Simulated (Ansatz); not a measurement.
# Where C_i (6-fold void) puts its levels in the gap of C (Fd-3m)

Charge states of C_i (6-fold void) in C (Fd-3m), set against the band edges. Model: a cell of 128 host atoms with 1 C put in.

Program: Ansatz 0.2.0. Level of theory: place-levels on PBEsol runs: charge-transition levels and formation energies with image-charge correction and potential alignment at the atomic sites. Results are calculated unless marked as measured.

Experimental background.

For C, diamond (bulk crystal), “Enhanced Electron Emission Performance and Air‐Surface Stability in ScO‐Terminated Diamond for Thermionic Energy Converters” (2024, pmc:11600692) quotes earlier work: band gap (experimental band gap used as input) 5.47 eV [Literature experimental gap used as input, no source or temperature given; indirect gap …].

This is a report of a sequence of runs, with most program output left out.

### Step 1. The structure

The cell holds 129 atoms: 129 C. Cell: a = 10.052 Å, b = 10.052 Å, c = 10.052 Å, α = 60.0°, β = 60.0°, γ = 60.0°. It derives from C (space group Fd-3m). Nearest the centre at fractional (0.531, 0.156, 0.656): C129 at 0.00 Å, C78 at 1.47 Å, C72 at 1.47 Å, C70 at 1.47 Å, C79 at 1.47 Å, C77 at 1.47 Å, C71 at 1.47 Å, C48 at 2.31 Å.

Known beforehand: the electronic dielectric constant, 5.87, and the static one, 5.87, from a response run on this crystal (DFPT, PBEsol) at that run's own cell.

The cell's shortest repeat is 10.1 Å.

### Step 2. Charge states

Levels follow from differences of total energies between charge states, each relaxed by itself.

Random displacements of about 0.05 Å break the site symmetry at the start, so that the relaxation can reach a distorted minimum if there is one. Forces are taken at one point at (¼, ¼, ¼). The cell holds 2 electrons more than the neutral one, with a uniform background that keeps it neutral on the whole.

The sampling was tested on the host first: at the k-points planned (1x1x1 shifted 0.25 0.25 0.25) its energy lies 0.034 eV an atom from the dense-mesh value, so the final energies take a denser sampling.

One state's input; the others differ in charge, spin, start and seed, and in occupations where the table says so.

Input file qm2.relax/input.yaml:

```yaml
crystal:
  lattice:
    - [0.0, 1.7769015, 1.7769015]
    - [1.7769015, 0.0, 1.7769015]
    - [1.7769015, 1.7769015, 0.0]
  atoms:
    - { symbol: C, position: [0.0, 0.0, 0.0] }
    - { symbol: C, position: [0.25, 0.25, 0.25] }
  supercell: [4, 4, 4]
  defects:
    - { interstitial: { symbol: C, position: [0.53125, 0.15625, 0.65625] } }
total_charge: -2
basis:
  ecutwfc: 420
  xc_grid: 2
hamiltonian:
  xc: pbesol
kpoints:
  mp_grid: { grid: [1, 1, 1], shift: [0.25, 0.25, 0.25] }
scf:
  occupations: { method: fixed }
  max_iter: 60
output:
  forces: true
  charged_corrections: { epsilon: 5.87, static_epsilon: 5.87 }
relax:
  f_tol: 0.02
  max_steps: 80
  random_displacement: { amplitude: 0.05, seed: 7004 }
checkpoint:
  write: "../qm2.relax.run"
  compress: false
  write_wavefunctions: true
  write_every: 100000
```

On the command line:

```bash
ansatz run input.yaml --threads 8 --pin off --max-ram 22609MiB --backend cpu --events-out ev --progress --plain --runs-dir out
```

Defect states can disperse in a cell of this size, so the energy is taken again at a 2×2×2 shifted mesh, on the relaxed structure.

The run of this state that the levels use, under PBEsol:

Input file qm2.point/input.yaml:

```yaml
crystal:
  checkpoint: "../qm2.relax.run"
  host: checkpoint
total_charge: -2
basis:
  ecutwfc: 420
  xc_grid: 2
hamiltonian:
  xc: pbesol
kpoints:
  mp_grid: { grid: [2, 2, 2], shift: [0.5, 0.5, 0.5] }
scf:
  occupations: { method: fermi_dirac, width: 0.01 }
  max_iter: 60
output:
  forces: true
  eigenvalues: true
  charged_corrections:
    epsilon: 5.87
    static_epsilon: 5.87
    defect_position: [0.53125, 0.15625, 0.65625]
  eigenstates: { localisation: true }
  populations: true
checkpoint:
  read: "../qm2.relax.run"
  write: "../qm2.point.run"
  compress: false
  write_wavefunctions: false
  write_every: 100000
```

Relaxations under PBEsol at one point at (¼, ¼, ¼); times on 8 threads of Arm Neoverse V2, shared host:

| charge | moment (μB) | occupations | outcome | steps | largest displacement against the far atoms (Å) | time |
| --- | --- | --- | --- | --- | --- | --- |
| −2 | 0 | fixed | converged | 25 | 0.92 | 3.3 min |
| −1 | 1 | fixed | converged | 13 | 0.93 | 4.5 min |
| 0 | 0 | fixed | converged | 20 | 0.93 | 2.6 min |
| +1 | 1 | fixed | converged | 14 | 0.93 | 4.7 min |
| +2 | 0 | fixed | converged | 19 | 0.93 | 2.3 min |
| 0 | 2 | fixed | converged | 15 | 0.93 | 3.9 min |
| +2 | 2 | fixed | converged | 14 | 0.93 | 4.5 min |

Single points under PBEsol at a 2×2×2 shifted mesh; times on 8 threads of Arm Neoverse V2, shared host:

| charge | moment (μB) | occupations | outcome | time |
| --- | --- | --- | --- | --- |
| −2 | 0 | fermi-dirac | converged | 62 s |
| −1 | 1 | fermi-dirac | converged | 2.8 min |
| 0 | 0 | fermi-dirac | converged | 67 s |
| +1 | 1 | fermi-dirac | converged | 3.1 min |
| +2 | 0 | fermi-dirac | converged | 66 s |
| 0 | 2 | fermi-dirac | converged | 2.6 min |
| +2 | 2 | fermi-dirac | converged | 2.9 min |

Distances (Å) from C129 to the nearest atoms after relaxation with PBEsol:

| charge | moment (μB) | 1. | 2. | 3. | 4. | 5. | 6. |
| --- | --- | --- | --- | --- | --- | --- | --- |
| −2 | 0 | C 1.30 | C 1.39 | C 1.39 | C 2.19 | C 2.19 | C 2.19 |
| −1 | 1 | C 1.29 | C 1.40 | C 1.40 | C 2.17 | C 2.17 | C 2.19 |
| 0 | 0 | C 1.28 | C 1.40 | C 1.40 | C 2.16 | C 2.16 | C 2.19 |
| 0 | 2 | C 1.30 | C 1.40 | C 1.41 | C 2.19 | C 2.19 | C 2.19 |
| +1 | 1 | C 1.29 | C 1.40 | C 1.40 | C 2.17 | C 2.18 | C 2.18 |
| +2 | 0 | C 1.29 | C 1.39 | C 1.40 | C 2.17 | C 2.17 | C 2.19 |
| +2 | 2 | C 1.29 | C 1.40 | C 1.41 | C 2.17 | C 2.18 | C 2.18 |

### Step 3. Placing the levels, PBEsol

A charged cell interacts with its images and the background, and its potential has another zero than the host's. place-levels removes the first by a point-charge model, screened by the static dielectric constant since the ions have relaxed around the charge, and the second by comparing potentials at atoms far from the defect.

The host is a run of the defect-free crystal in the same cutoffs, grids and k-points, so that basis and sampling errors cancel in part in the differences. The host is run in a cell of 2 atoms on a matching mesh. Its band edges are searched through the zone by a band path, so the gap is smaller than, or equal to, that on the mesh. Chemical potentials are energies per atom of C (diamond), run with the same functional and cutoff. Carbon is taken as diamond, which semilocal functionals can put about 0.1 eV an atom over graphite.

Input file levels.point.yaml:

```yaml
host:
  run: host.point.run
states: [qm2.point.run, qm1_M1.point.run, q0.point.run, qp1_M1.point.run, qp2.point.run, q0_M2.point.run, qp2_M2.point.run]
geometry_from:
  qm2.point.run: qm2.relax.run
  qm1_M1.point.run: qm1_M1.relax.run
  q0.point.run: q0.relax.run
  qp1_M1.point.run: qp1_M1.relax.run
  qp2.point.run: qp2.relax.run
  q0_M2.point.run: q0_M2.relax.run
  qp2_M2.point.run: qp2_M2.relax.run
  host.point.run: host.relax.run
chemical_potentials:
  C:
    energy: -246.667945
    dataset: <sha256 of the dataset>
epsilon: 5.87
static_epsilon: 5.87
vertical:
  - { from: qm2.point.run, to: qm2.point_neutral.run }
  - { from: qm1_M1.point.run, to: qm1_M1.point_neutral.run }
  - { from: qp1_M1.point.run, to: qp1_M1.point_neutral.run }
  - { from: qp2.point.run, to: qp2.point_neutral.run }
  - { from: qp2_M2.point.run, to: qp2_M2.point_neutral.run }
```

On the command line:

```bash
ansatz place-levels levels.point.yaml -- --threads 8 --pin off --max-ram 22609MiB
```

Wall time 1.6 s (8 threads of Arm Neoverse V2, shared host).

Levels between the charges placed, in eV above the valence top:

|  | gap (eV) | (+2/+1) | (+1/0) | (0/−1) | (−1/−2) |
| --- | --- | --- | --- | --- | --- |
| PBEsol | 4.02 | 0.00 | 0.85 | 3.23 | 4.02 |

Corrections by state:

| charge | moment (μB) | image terms and alignment (eV) | band filling (eV) | ε used | over the lowest of its charge, as the program ranks them, band filling apart (eV) |
| --- | --- | --- | --- | --- | --- |
| +2 | 0.0 | 1.698 | -0.729 | 5.87 | 0.000 |
| +1 | 1.0 | 0.464 | - | 5.87 | 0.000 |
| 0 | 2.0 | 0.000 | - | - | 0.000 |
| −1 | 1.0 | 0.245 | - | 5.87 | 0.000 |
| −2 | 0.0 | 1.153 | -0.495 | 5.87 | 0.000 |
| +2 | 2.0 | 1.360 | - | 5.87 | 0.443 |
| 0 | 0.0 | 0.000 | - | - | 0.215 |

The charged structures listed were also run neutral, and place-levels reads from each pair, by the potential or the spins, how wide the charge is by which they differ; that can be the carrier of either run.

| charge | rms radius (Å) | spread where it is widest against the cell (Å) | wide from (Å) | reading |
| --- | --- | --- | --- | --- |
| +2 | 1.9 | 1.09 | 1.42 | narrow |
| +1 | 1.5 | 0.86 | 1.42 | narrow |
| −1 | 1.7 | 0.98 | 1.42 | narrow |
| −2 | 2.0 | 1.14 | 1.42 | narrow |

The neutral runs of these pairs need not share the spin of the lowest neutral state, and very wide values only mean spread over the cell.

From the program's caveats on the states, each cut to its opening words:

- charge +2, −2: it parts from the run that its charge is read beside by 2 carriers, of which the mean alone is read, by its potential at epsilon 5.87, taken for that of held [...]
- charge +2: a band-filling correction moves a carrier to the host's band edge, which changes its energy by -0.729 eV
- charge +2: the far atoms show a dipole or second moment of the defect's charge, for which the correction takes or leaves out 0.105 eV: further moments aren't read, and [...]
- charge −2: a band-filling correction moves a carrier to the host's band edge, which changes its energy by -0.495 eV
- charge −2: the far atoms show a dipole or second moment of the defect's charge, for which the correction takes or leaves out 0.157 eV: further moments aren't read, and [...]
- charge +2 (2 μB): it parts from the run at its places by a charge that spreads by about 1.8 Å along one vector (1.4 Å or more is wide), by its potential at epsilon 5.87, taken [...]
- charge +2 (2 μB): its moments are held at its close (magnetization.spin_locking), by a field of 0.575 eV a Bohr magneton, and its energy and levels are of the state that this [...]

Chemical potentials of the elements' reference phases, run alike. Formation energy by charge state (elemental references; gap 4.02 eV):

| charge | at valence top (eV) | at conduction bottom (eV) | correction included (eV) |
| --- | --- | --- | --- |
| +2 | 10.76 | 18.80 | 0.97 |
| +1 | 10.76 | 14.78 | 0.46 |
| 0 | 11.61 | 11.61 | 0.00 |
| −1 | 14.85 | 10.83 | 0.24 |
| −2 | 18.86 | 10.83 | 0.66 |

(Fermi level (eV), lowest formation energy (eV)): (0.00, 10.76), (0.36, 11.12), (0.73, 11.49), (1.09, 11.61), (1.46, 11.61), (1.82, 11.61), (2.19, 11.61), (2.56, 11.61), (2.92, 11.61), (3.29, 11.56), (3.65, 11.19), (4.02, 10.83)

### Step 4. The same at the relaxations' own k-points

The relaxations' own energies give the levels at their sampling, for comparison.

Input file levels.relax_mesh.yaml:

```yaml
host:
  run: host.relax.run
states: [qm2.relax.run, qm1_M1.relax.run, q0.relax.run, qp1_M1.relax.run, qp2.relax.run, q0_M2.relax.run, qp2_M2.relax.run]
chemical_potentials:
  C:
    energy: -246.667945
    dataset: <sha256 of the dataset>
```

On the command line:

```bash
ansatz place-levels levels.relax_mesh.yaml -- --threads 8 --pin off --max-ram 22609MiB
```

Wall time 0.4 s (8 threads).

Levels between neighbouring charges, in eV above the valence top:

|  | gap (eV) | (+2/+1) | (+1/0) | (0/−1) | (−1/−2) |
| --- | --- | --- | --- | --- | --- |
| one point at (¼, ¼, ¼) | 4.01 | -0.03 | 0.69 | 3.07 | 4.01 |
| a 2×2×2 shifted mesh | 4.02 | 0.00 | 0.85 | 3.23 | 4.02 |

Going from one point at (¼, ¼, ¼) to a 2×2×2 shifted mesh moves the levels that carry no band-filling term by up to 0.16 eV and formation energies against the elements by up to 0.44 eV; band-filling terms, which differ between samplings, are in these energies.

### Step 5. Summary of results

| Quantity | Value |
| --- | --- |
| gap of the host | 4.02 eV (PBEsol) |
| level (plus 2/plus 1) | 0.00 eV above the valence top (-0.73 eV above the valence top without the band-filling term) |
| level (plus 1/0) | 0.85 eV above the valence top |
| level (0/minus 1) | 3.23 eV above the valence top |
| level (minus 1/minus 2) | 4.02 eV above the valence top, at the conduction bottom (4.51 eV above the valence top without the band-filling term) |
| lowest of the charges placed, just above the valence top (0.02 eV) | +1 |
| lowest of the charges placed, just below the conduction bottom (0.02 eV) | −1 |
| lowest formation energy at mid-gap of the charges run, elemental references | 11.61 eV |

What this shows: Of the charges placed (−2, −1, 0, +1 and +2), the lowest changes at 0.85 eV (+1/0) and 3.23 eV (0/−1) above the valence top, in a gap of 4.02 eV. States placed: +2 at 0 μB and 2 μB; +1 at 1 μB; 0 at 2 μB and 0 μB; −1 at 1 μB; −2 at 0 μB. Other spin states or structures, where not listed, weren't placed. The program finds carriers beyond a band edge of the host and adds a band-filling term at charge −2 (-0.50 eV) and +2 (-0.73 eV); steps to such a charge show no bound level, and a defect level inside a band would be read the same way. Corrections reach 1.7 eV, so the cell is small for these charges and their levels are rough. At charge −2, −1, 0, +1 and +2 the atom put in ends up to 0.9 Å from its starting place, so the name tells the start alone and the levels can join different sites. Going from one point at (¼, ¼, ¼) to a 2×2×2 shifted mesh moves the levels that carry no band-filling term by up to 0.16 eV and formation energies against the elements by up to 0.44 eV; band-filling terms, which differ between samplings, are in these energies. Charge −2 ran without spin polarisation alone, with filled and empty levels under 1 eV apart; a triplet, if lower, would move its levels. What this leaves open: PBEsol makes the gap too small and tends to spread out bound carriers; force components of up to 0.48 eV/Å remain in a run at the final settings.

Calculation against experiment:

```
                             quantity  measured           PBEsol
band gap (least gap of the host) (eV)      5.47  4.02 (-1.45 eV)
```

Measured values from pmc:11600692 (2024).

**Verdict.** The band gap is off by -1.45 eV: a clear miss. Local and semilocal functionals usually give gaps below the measured ones. Zero-point and thermal motion shift the measured gap.

[Logs are printed without paths, hosts, clocks, repeated set-up lines and the standing remarks that a program may print on its own settings, such as how far it seeks lower states.]

[Hosts, paths, dates, database ids (printed as entryN), source tags and the programs' standing remarks are cut or masked in the printed files.]

[Where a table of states has a column of steps, it counts the stored structures, which are thinned; the runs took as many ionic steps or more.]

[A defect's name tells the site on which it was built; relaxed atoms can leave that site.]

[For some hosts the program warned that the k-mesh of the response run may be too coarse for force constants and the static dielectric constant; such warnings are not shown here.]
